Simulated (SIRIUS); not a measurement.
Bi:

```
CELL_PARAMETERS angstrom
3.23838 0.00000 0.00000
0.00000 3.22164 0.00000
-0.08045 0.00000 6.44389
ATOMIC_POSITIONS crystal
Bi 0.54425 0.00000 0.74958
Bi 0.45575 0.00000 0.25042
```

This isn't the form of Bi at room conditions, which is rhombohedral.

```yaml
Program: SIRIUS 7.12.0
Task: single point
Functional: PBE
Potentials_or_basis: all-electron FP-LAPW
Cutoff: 157 eV
Basis: apw+lo standard
k_mesh: 8 × 8 × 4
Occupations: fermi-dirac, width 0.05 eV
Spin: no spin polarisation
```

On this cell: largest force 0.017 eV/Å; band gap on the k mesh none (metal or under the smearing width).

The same run follows on a disturbed copy (atoms moved at random):

```
Bi
1.0
     3.23838    0.00000    0.00000
     0.00000    3.22164    0.00000
    -0.08045    0.00000    6.44389
Bi
2
Cartesian
  1.7380 0.0023 4.8347
  1.4650 0.0410 1.5556
```

Problem. What changes?

Solution. The energy (extrapolated to zero smearing) moves by +0.2 meV/atom; largest force 0.065 eV/Å; band gap on the k mesh none (metal or under the smearing width).

Forces in eV/Å, atoms in the order of the input:
```
Bi   0.006 -0.001 -0.064
Bi  -0.006  0.001  0.064
```

Caveats: spin-orbit coupling is left out, which moves the levels of the heavy elements.
